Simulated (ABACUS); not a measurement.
The system is InAs.

```xyz
2
Lattice="0.0000 3.0180 3.0180 3.0180 0.0000 3.0180 3.0180 3.0180 0.0000" Properties=species:S:1:pos:R:3 pbc="T T T"
In    0.0000    0.0000    0.0000
As    4.5270    4.5270    4.5270
```

Base run:

* Program: ABACUS 3.10.1
* Functional: BLYP
* Potentials or basis: PseudoDojo NC SR 0.5 PBE standard
* Cutoff: 1143 eV
* Density cutoff: 4572 eV
* Basis: plane waves
* k mesh: 6 × 6 × 6
* Occupations: fermi-dirac, width 0.05 eV
* Spin: no spin polarisation

Its results: band gap on the k mesh none (metal or under the smearing width); pressure 7.3 GPa.

Question: The run is repeated on the same cell with these changes: functional from BLYP to B86bPBE; potentials or basis from PseudoDojo NC SR 0.5 PBE standard to Ansatz NC PBE. What comes out?

Answer: Band gap on the k mesh none (metal or under the smearing width); pressure 4.8 GPa.

Caveats: the potentials were made for another functional, which shifts forces and pressure; this crystal is a semiconductor, whose small gap the functional closes, so the metal is an error of the method.
